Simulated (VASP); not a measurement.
# Zr (P6/mmm) in VASP: further runs

Runs on Zr. Level: PBEsol. Tasks: relaxation of cell and atoms, relaxation of shape and atoms at fixed volume.

All numbers are computed with VASP 6.6.1; they aren't measurements. Logs are shortened: lines on timing, memory, paths and dates and some standing lists are left out, and cuts for length are marked.

### Step 1. The crystal as given

It takes space group P6/mmm (No. 191, hexagonal). Conventional cell: a = 4.968 Å, b = 4.968 Å, c = 3.116 Å, α = 90.00°, β = 90.00°, γ = 120.00°. Zr (site symmetry -6m2) has 11 Zr at 2.87 to 3.26 Å as nearest neighbours. Zr (site symmetry 6/mmm) has 14 Zr at 3.12 to 3.26 Å as nearest neighbours.

The cell was built by a generator and needn't be a form met in nature.

### Step 2. Relaxation of cell and atoms, PBEsol

Input file INCAR:

```
ALGO = Normal
EDIFF = 1E-7
EDIFFG = -0.005
ENCUT = 600
GGA = PS
IBRION = 2
ISIF = 3
ISMEAR = 1
LASPH = T
LCHARG = F
LREAL = F
LWAVE = F
NELM = 80
NSW = 90
PREC = Accurate
SIGMA = 0.1
```

Input file KPOINTS:

```
k-points
0
Gamma
  9 9 12
```

Input file POSCAR:

```
Zr                                      
1.0
    4.9683239530      0.0000000000      0.0000000000
   -2.4841619765      4.3026947554      0.0000000000
    0.0000000000     -0.0000000000      3.1162233085
  Zr            
     3
Direct
     0.6666666699999979    0.3333333300000021    0.5000000000000000
     0.3333333300000021    0.6666666699999979    0.5000000000000000
     0.0000000000000000    1.0000000000000000    1.0000000000000000
```

Potentials or basis: VASP PAW PBE potentials, release 64 (Zr_sv).

Started as:

```
> cat potpaw_PBE.64/Zr_sv/POTCAR > POTCAR
> mpirun -np 1 vasp_std > vasp.out
```

OUTCAR:

```text
EDIFF = 1E-7
   EDIFFG = -0.005
   ENCUT = 600
   GGA = PS
   IBRION = 2
   ISIF = 3
   ISMEAR = 1
   LASPH = T
   LREAL = F
   NELM = 80
   NSW = 90
   PREC = Accurate

 ion  position               nearest neighbor table
   1  0.667  0.333  0.500-   2 2.87   2 2.87   2 2.87   3 3.26   3 3.26   3 3.26   3 3.26   3 3.26
                             3 3.26
   2  0.333  0.667  0.500-   1 2.87   1 2.87   1 2.87   3 3.26   3 3.26   3 3.26   3 3.26   3 3.26
                             3 3.26
   3  0.000  0.000  0.000-   1 3.26   2 3.26   1 3.26   2 3.26   2 3.26   2 3.26   1 3.26   1 3.26
                             1 3.26   1 3.26   2 3.26   2 3.26

  LATTYP: Found a hexagonal cell.
 ALAT       =     4.9683239530
 C/A-ratio  =     0.6272182205

  Lattice vectors:

 A1 = (   4.9683239530,   0.0000000000,   0.0000000000)
 A2 = (  -2.4841619765,   4.3026947554,   0.0000000000)
 A3 = (   0.0000000000,   0.0000000000,   3.1162233085)

Analysis of symmetry for initial positions (statically):
=====================================================================
 Subroutine PRICEL returns:
 Original cell was already a primitive cell.

 Routine SETGRP: Setting up the symmetry group for a
 hexagonal supercell.

 Subroutine GETGRP returns: Found 24 space group operations
 (whereof 24 operations were pure point group operations)
 out of a pool of 24 trial point group operations.

The static configuration has the point symmetry D_6h.

Analysis of symmetry for dynamics (positions and initial velocities):
=====================================================================
 Subroutine PRICEL returns:
 Original cell was already a primitive cell.

 Routine SETGRP: Setting up the symmetry group for a
 hexagonal supercell.

 Subroutine GETGRP returns: Found 24 space group operations
 (whereof 24 operations were pure point group operations)
 out of a pool of 24 trial point group operations.

The dynamic configuration has the point symmetry D_6h.

 Subroutine INISYM returns: Found 24 space group operations
 (whereof 24 operations are pure point group operations),
 and found     1 'primitive' translations

----------------------------------------------------------------------------------------

                                     Primitive cell

  volume of cell :      66.6161

  direct lattice vectors                    reciprocal lattice vectors
     4.968323953  0.000000000  0.000000000     0.201275120  0.116206245  0.000000000
    -2.484161976  4.302694755  0.000000000     0.000000000  0.232412490  0.000000000
     0.000000000  0.000000000  3.116223308     0.000000000  0.000000000  0.320901264

  length of vectors
     4.968323953  4.968323951  3.116223308     0.232412489  0.232412490  0.320901264

  position of ions in fractional coordinates (direct lattice)
     0.666666670  0.333333330  0.500000000
     0.333333330  0.666666670  0.500000000
     0.000000000  0.000000000  0.000000000

  ion indices of the primitive-cell ions
   primitive index   ion index
                 1           1
                 2           2
                 3           3

----------------------------------------------------------------------------------------

 KPOINTS: k-points

Automatic generation of k-mesh.
 Grid dimensions read from file:
 generate k-points for:    9    9   12

 Generating k-lattice:

  Cartesian coordinates                     Fractional coordinates (reciprocal lattice)
     0.022363902  0.012911805  0.000000000     0.111111111  0.000000000  0.000000000
     0.000000000  0.025823610  0.000000000     0.000000000  0.111111111  0.000000000
     0.000000000  0.000000000  0.026741772     0.000000000  0.000000000  0.083333333

  Length of vectors
     0.025823610  0.025823610  0.026741772

  Shift w.r.t. Gamma in fractional coordinates (k-lattice)
     0.000000000  0.000000000  0.000000000

 Subroutine IBZKPT returns following result:
 ===========================================

 Found     84 irreducible k-points:

 Following reciprocal coordinates:
            Coordinates               Weight
  0.000000  0.000000  0.000000      1.000000
  0.111111 -0.000000  0.000000      6.000000
  0.222222 -0.000000  0.000000      6.000000
  0.333333  0.000000  0.000000      6.000000
  0.444444 -0.000000  0.000000      6.000000
  0.111111  0.111111  0.000000      6.000000
[... 16 lines left out ...]
  0.333333  0.222222  0.083333     24.000000
  0.333333  0.333333  0.083333      4.000000
 [... further k-points ...]
   k-points           NKPTS =     84   k-points in BZ     NKDIM =     84   number of bands    NBANDS=     22
   number of dos      NEDOS =    301   number of ions     NIONS =      3
   total plane-waves  NPLWV =  44800
   dimension x,y,z NGX =    40 NGY =   40 NGZ =   28
   dimension x,y,z NGXF=    80 NGYF=   80 NGZF=   56
   ions per type =               3
   NGX,Y,Z   is equivalent  to a cutoff of  13.38, 13.38, 14.94 a.u.
   NGXF,Y,Z  is equivalent  to a cutoff of  26.77, 26.77, 29.88 a.u.
 SYSTEM =  unknown system
   PREC   = accura    normal or accurate (medium, high low for compatibility)
   ISTART =      0    job   : 0-new  1-cont  2-samecut
   ICHARG =      2    charge: 1-file 2-atom 10-const
   ISPIN  =      1    spin polarized calculation?
   LNONCOLLINEAR =      F non collinear calculations
   LSORBIT =      F    spin-orbit coupling
   LASPH  =      T    aspherical Exc in radial PAW
   ENCUT  =  600.0 eV  44.10 Ry    6.64 a.u.   9.92  9.92  6.22*2*pi/ulx,y,z
   NELM   =     80;   NELMIN=  2; NELMDL= -5     # of ELM steps
   EDIFF  = 0.1E-06   stopping-criterion for ELM
   LREAL  =      F    real-space projection
   EDIFFG = -.5E-02   stopping-criterion for IOM
   NSW    =     90    number of steps for IOM
   IBRION =      2    ionic relax: 0-MD 1-quasi-New 2-CG
   NFREE  =      1    steps in history (QN), initial steepest desc. (CG)
   ISIF   =      3    stress and relaxation
   ISYM   =      2    0-nonsym 1-usesym 2-fastsym
   POTIM  = 0.5000    time-step for ionic-motion
   TEBEG  =    0.0;   TEEND  =   0.0 temperature during run
   PSTRESS=    0.0 pullay stress
   NELECT =      36.0000    total number of electrons
   NUPDOWN=      -1.0000    fix difference up-down
   EMIN   =  10.00;   EMAX   =-10.00  energy-range for DOS
[... 5 lines left out ...]
     AMIX     =   0.40;   BMIX     =  1.00
     AMIX_MAG =   1.60;   BMIX_MAG =  1.00
  volume/ion in A,a.u.               =      22.21       149.85
  Fermi-wavevector in a.u.,A,eV,Ry     =   1.333468  2.519889 24.193028  1.778137
  Thomas-Fermi vector in A             =   2.462324
   LORBIT       =      0    0 simple, 1 ext, 2 COOP (PROOUT), +10 PAW based schemes
   GGA     = PS    functional components
   LHFCALC =     F    Hartree Fock is set to
   AEXX    =    0.0000 exact exchange contribution
   IVDW    =     0    specifies the selected vdW correction
   LEPSILON=     F    determine dielectric tensor
   LRPA    =     F    only Hartree local field effects (RPA)
 conjugate gradient relaxation of ions
 non-spin polarized calculation
 Methfessel and Paxton  Order N= 1 SIGMA  =   0.10
  energy-cutoff  :      600.00
  volume of cell :       66.62
 maximum number of plane-waves:      2244
 NGX is ok and might be reduce to    40
   NGX = 19   NGY = 19   NGZ = 13

--------------------------------------- Ionic step        1  -------------------------------------------

 number of electron      36.0000000 magnetization

 Free energy of the ion-electron system (eV)
  ---------------------------------------------------
  ext. energy  EPLUGINS =         0.00000000
  ---------------------------------------------------
  free energy    TOTEN  =       -27.27125246 eV

  energy without entropy =      -27.27328052  energy(sigma->0) =      -27.27192848

------------------------ aborting loop because EDIFF is reached ----------------------------------------

  FORCE on cell =-STRESS in cart. coord.  units (eV):
  Direction    XX          YY          ZZ          XY          YZ          ZX
  --------------------------------------------------------------------------------------
  -------------------------------------------------------------------------------------
  Total        0.0168876      0.0168876      0.0205598      0.0000000     -0.0000000      0.0000000
  in kB        0.4061616      0.4061616      0.4944815      0.0000000     -0.0000000      0.0000000
  external PRESSURE =       0.4356015 kB  Pullay stress =       0.0000000 kB
[... 59 lines left out ...]
  energy  without entropy=      -27.2732908102  energy(sigma->0) =      -27.27193156

--------------------------------------- Ionic step        3  -------------------------------------------

 number of electron      36.0000000 magnetization

 Free energy of the ion-electron system (eV)
  ---------------------------------------------------
  ext. energy  EPLUGINS =         0.00000000
  ---------------------------------------------------
  free energy    TOTEN  =       -27.27125616 eV

  energy without entropy =      -27.27328934  energy(sigma->0) =      -27.27193389

 E-fermi :   9.2701     XC(G=0): -11.4164

 val. band max:        9.2679818674   @ k =   0.3333   0.1111   0.0000
 cond. band min:       9.3221023784   @ k =   0.4444  -0.0000   0.0000
 fundamental gap:      0.0541205109
 Fermi energy:         9.2700724120

 k-point     1 :       0.0000    0.0000    0.0000
  band No.  band energies     occupation
      1     -39.4346      2.00000
      2     -39.1514      2.00000
      3     -38.9274      2.00000
      4     -17.6397      2.00000
      5     -17.6397      2.00000
      6     -17.6232      2.00000
[... 574 lines left out ...]
      6     -17.6732      2.00000
[... 14 lines left out ...]
     21       9.8215     -0.00000
     22      10.8979     -0.00000

 [... further k-points ...]
[... 5 lines left out ...]
  --------------------------------------------------------------------------------------
  -------------------------------------------------------------------------------------
  Total       -0.0005531     -0.0005531      0.0012002      0.0000000     -0.0000000      0.0000000
  in kB       -0.0132961     -0.0132961      0.0288545      0.0000000     -0.0000000      0.0000000
  external PRESSURE =       0.0007541 kB  Pullay stress =       0.0000000 kB
[... 18 lines left out ...]
  FREE ENERGIE OF THE ION-ELECTRON SYSTEM (eV)
  ---------------------------------------------------
  free  energy   TOTEN  =       -27.2712561590 eV

  energy  without entropy=      -27.2732893378  energy(sigma->0) =      -27.27193389

 reached required accuracy - stopping structural energy minimisation
```

It took 4.4 min on 1 thread of Intel Xeon Platinum 8488C (Sapphire Rapids), shared host; peak memory 0.28 GiB.

What came out:

- Free energy: -27.2713 eV
- Relaxed volume: 22.21 Å³/atom
- Relaxed cell: a = 4.969 Å, b = 4.969 Å, c = 3.117 Å, α = 90.00°, β = 90.00°, γ = 120.00°
- Space group after relaxing (to 0.05 Å): P6/mmm (No. 191)
- Energy gained by relaxing: 0.0 meV/atom
- Ionic steps: 3
- Pressure after relaxing: 0.0 GPa
- Band gap on the k mesh: none (metal or under the smearing width)

Final structure:
```
Zr
1.0
     4.96898    0.00000    0.00000
    -2.48449    4.30327    0.00000
     0.00000    0.00000    3.11673
Zr
3
Cartesian
  2.4845 1.4344 1.5584
  0.0000 2.8688 1.5584
  0.0000 0.0000 0.0000
```

Caveat: the PAW data sets were made with another functional, which shifts forces and pressure a little.

### Step 3. Relaxation of shape and atoms at fixed volume, PBEsol (a relaxed cell with its volume scaled by 0.94)

Input file INCAR:

```
ALGO = Fast
EDIFF = 1E-7
EDIFFG = -0.01
ENCUT = 600
GGA = PS
IBRION = 2
ISIF = 4
ISMEAR = 1
LASPH = T
LCHARG = F
LREAL = F
LWAVE = F
NELM = 80
NSW = 40
PREC = Accurate
SIGMA = 0.1
```

KPOINTS is that of step 2.

Input file POSCAR:

```
Zr                                      
1.0
    4.8675484499     -0.0000000000      0.0000000000
   -2.4337742249      4.2154206097     -0.0000000000
    0.0000000000     -0.0000000000      3.0531033642
  Zr            
     3
Direct
     0.6666666699999979    0.3333333300000021    0.5000000000000000
     0.3333333300000021    0.6666666699999979    0.5000000000000000
     0.0000000000000000    0.0000000000000000    0.0000000000000000
```

Potentials or basis: VASP PAW PBE potentials, release 64 (Zr_sv).

Started as:

```
> cat potpaw_PBE.64/Zr_sv/POTCAR > POTCAR
> mpirun -np 1 vasp_std > vasp.out
```

Wall time 2.9 min (1 thread of Intel Xeon Platinum 8488C (Sapphire Rapids), shared host); peak memory 0.26 GiB.

The run converged. Its results:

```yaml
Free_energy: -27.1860 eV
Pressure_after_relaxing: 7.0 GPa
Band_gap_on_the_k_mesh: none (metal or under the smearing width)
```

Final structure:
```
Zr
1.0
     4.86755    0.00000    0.00000
    -2.43377    4.21542    0.00000
     0.00000    0.00000    3.05310
Zr
3
Direct
  0.66667 0.33333 0.50000
  0.33333 0.66667 0.50000
  0.00000 0.00000 0.00000
```

Levels at points of the mesh, in eV from the Fermi level:
```csv
k point,band 15,band 16,band 17,band 18,band 19,band 20,band 21,band 22
"(0.00, 0.00, 0.00)",-0.46,-0.46,-0.40,-0.40,-0.16,0.90,1.75,1.76
"(0.00, 0.00, 0.50)",-2.14,-2.14,-2.07,-1.26,1.29,1.29,1.87,1.87
```

Caveat: the relaxation stopped at its first step, so nothing moved; the PAW data sets were made with another functional, which shifts forces and pressure a little.
